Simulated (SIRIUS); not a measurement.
Runs of SIRIUS 7.12.0 on Hf. It takes space group P6_3/mmc (No. 194, hexagonal). The conventional cell has a = 3.197 Å, b = 3.197 Å, c = 5.058 Å, α = 90.00°, β = 90.00°, γ = 120.00°. Hf (site symmetry -6m2) is surrounded by 12 Hf at 3.13 to 3.20 Å. 

| level | V0 of scaled cells (Å³/atom) | B0 (GPa) |
| --- | --- | --- |
| PBE+D4 | (a) | (c) |
| PBE+D3 | 21.77 | 110 |
| PBE+D3(BJ) | 21.80 | 112 |
| PBE | (b) | 107 |

Alike in all rows: task equation of state; potentials or basis all-electron FP-LAPW, apw+lo standard; no spin polarisation; cell as given; k mesh 10 × 10 × 5; cutoff (eV) 164; smearing fermi-dirac 0.05 eV.

Question: Fill in the values left out.

Answer: (a) 22.18; (b) 22.49; (c) 109.

Caveats: the cell was scaled at fixed shape and fractional positions, which overstates the stiffness of a crystal with free parameters, most of all of layers and chains.
